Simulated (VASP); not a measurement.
SiC: equilibrium volume by level of theory

```yaml
crystal:
  lattice:
    - [3.09500, 0.00000, 0.00000]
    - [-1.54750, 2.68035, 0.00000]
    - [0.00000, 0.00000, 15.17000]
  atoms:
    - { symbol: Si, position: [0.00000, 0.00000, 0.12500] }
    - { symbol: Si, position: [0.00000, 0.00000, 0.62500] }
    - { symbol: Si, position: [0.33333, 0.66667, 0.29170] }
    - { symbol: Si, position: [0.66667, 0.33333, 0.79170] }
    - { symbol: Si, position: [0.33333, 0.66667, 0.95830] }
    - { symbol: Si, position: [0.66667, 0.33333, 0.45830] }
    - { symbol: C, position: [0.00000, 0.00000, 0.00000] }
    - { symbol: C, position: [0.00000, 0.00000, 0.50000] }
    - { symbol: C, position: [0.33333, 0.66667, 0.16670] }
    - { symbol: C, position: [0.66667, 0.33333, 0.66670] }
    - { symbol: C, position: [0.33333, 0.66667, 0.83330] }
    - { symbol: C, position: [0.66667, 0.33333, 0.33330] }
```

| rung | level | program and potentials | cutoff (eV) | k mesh | equilibrium volume (Å³/atom) | notes |
| --- | --- | --- | --- | --- | --- | --- |
| LDA | LDA | VASP, LDA PAW files C, Si, 600 eV | 600 | 12 × 12 × 2 | 10.15 | - |
| GGA | PBE | VASP, PBE PAW files C, Si, 600 eV | 600 | 12 × 12 × 2 | 10.49 | - |
| GGA + dispersion | PBE+D3(BJ) | VASP, PBE PAW files C, Si, 600 eV | 600 | 12 × 12 × 2 | 10.27 | - |
| GGA | PBEsol | VASP, PBE PAW files C, Si, 600 eV | 600 | 12 × 12 × 2 | 10.34 | potentials made for PBE |
| meta-GGA | r2SCAN | VASP, PBE PAW files C, Si, 600 eV | 600 | 12 × 12 × 2 | 10.32 | potentials made for PBE |

Task: relaxation of cell and atoms. All rows: no spin polarisation. Meshes are those of the run's cell of 12 atoms unless a note names another. Relaxations start from the cell shown or near it and stop with a little pressure left. Runs on faulty files, with rough fits or with known faults for this quantity aren't shown. No row holds spin-orbit coupling.

By rung: LDA 10.15; GGA 10.34 to 10.49; GGA + dispersion 10.27; meta-GGA 10.32 (Å³/atom).
